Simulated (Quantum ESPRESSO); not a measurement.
GaN: equation of state with PBEsol

Crystal: GaN.

```
Ga N
1.0
     3.18000    0.00000    0.00000
    -1.59000    2.75396    0.00000
     0.00000    0.00000    5.16600
Ga N
2 2
Direct
  0.66667 0.33333 0.50000
  0.33333 0.66667 0.00000
  0.66667 0.33333 0.87500
  0.33333 0.66667 0.37500
```

* Program: Quantum ESPRESSO 7.5
* Task: equation of state
* Functional: PBEsol
* Potentials or basis: PseudoDojo 0.4.1 SR PBEsol standard
* Cutoff: 1143 eV
* Density cutoff: 4572 eV
* k mesh: 10 × 10 × 5
* Occupations: fermi-dirac, width 0.05 eV
* Spin: no spin polarisation

```
Equilibrium volume                        : 11.38 Å³/atom
Bulk modulus at fixed shape and positions : 188 GPa
Pressure derivative of the bulk modulus   : 4.4
```

Energy against volume, from the lowest point:
```
volume (Å³/atom)  energy (meV/atom)
          10.632              32.67
          10.858              15.24
          11.084               4.57
          11.310               0.00
          11.537               0.90
          11.763               6.71
          11.989              16.94
```

All runs of the series together: 6.7 min on 1 thread of Arm Neoverse V1, on a shared host.

Caveat: the cell was scaled at fixed shape and fractional positions, which overstates the stiffness of a crystal with free parameters, most of all of layers and chains.
